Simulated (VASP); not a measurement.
Input of a VASP 6.6.1 run:

The input POSCAR:

```
TePb
1.0
    0.0000000000      3.2019480000      3.2019480000
    3.2019480000      0.0000000000      3.2019480000
    3.2019480000      3.2019480000      0.0000000000
Te Pb
1 1
Direct
    0.5000000000      0.5000000000      0.5000000000
    0.0000000000      0.0000000000      0.0000000000
```

File INCAR.step1:

```
SYSTEM = TePb
PREC     = Accurate       ! precision mode
ENCUT    = 520            ! plane-wave cutoff, eV
ISMEAR   = -1             ! smearing method
SIGMA    = 0.02           ! smearing width, eV
LREAL    = .False.        ! projectors in reciprocal space
LASPH    = .True.         ! aspherical terms in the spheres
NELM     = 80             ! most SCF steps
GGA      = PE             ! functional
ALGO     = Normal         ! electronic algorithm
EDIFF    = 1E-4           ! SCF threshold, eV
LWAVE    = .True.         ! write WAVECAR
LCHARG   = .False.        ! write CHGCAR
```

The input INCAR.step2:

```
SYSTEM = TePb
PREC     = Accurate       ! precision mode
ENCUT    = 520            ! plane-wave cutoff, eV
EDIFF    = 1E-7           ! SCF threshold, eV
ISMEAR   = -1             ! smearing method
SIGMA    = 0.02           ! smearing width, eV
LREAL    = .False.        ! projectors in reciprocal space
LASPH    = .True.         ! aspherical terms in the spheres
NELM     = 80             ! most SCF steps
ALGO     = Normal         ! electronic algorithm
ISIF     = 2              ! what is computed and relaxed
LWAVE    = .False.        ! write WAVECAR
LCHARG   = .False.        ! write CHGCAR
METAGGA  = R2SCAN         ! meta-GGA
LMIXTAU  = .True.       
IBRION   = 2              ! ionic algorithm
NSW      = 50             ! ionic steps
EDIFFG   = -0.01          ! ionic threshold
ISTART   = 1
```

The input KPOINTS:

```
regular mesh
0
Gamma
  8 8 8
  0 0 0
```

Potentials or basis: VASP PAW PBE potentials, release 64 (Te, Pb_d).

Run with:

```console
$ cat potpaw_PBE.64/Te/POTCAR potpaw_PBE.64/Pb_d/POTCAR > POTCAR
$ cp INCAR.step1 INCAR
$ mpirun -np 1 vasp_std > vasp.out
$ cp INCAR.step2 INCAR
$ mpirun -np 1 vasp_std > vasp.out
```

(1) Predict the band gap on the k mesh.

Results:

(1) 0.96 eV, direct.

Caveat: the relaxation stopped at its first step, so nothing moved; spin-orbit coupling is left out, which moves the levels of the heavy elements.

**What was measured.**

A printed reference work, monograph reports, for a bulk crystal of TePb at 4.2 K: band gap 0.19 eV (direct).

Measured gap of TePb: 0.19 eV (direct; 4.2 K; a printed reference work, monograph). This calculation gives 0.96 eV (+0.77 eV). Spin-orbit coupling on Pb, Te is left out. The value is that of r2SCAN on a finite k mesh, which can miss the band edges, without temperature or zero-point motion.
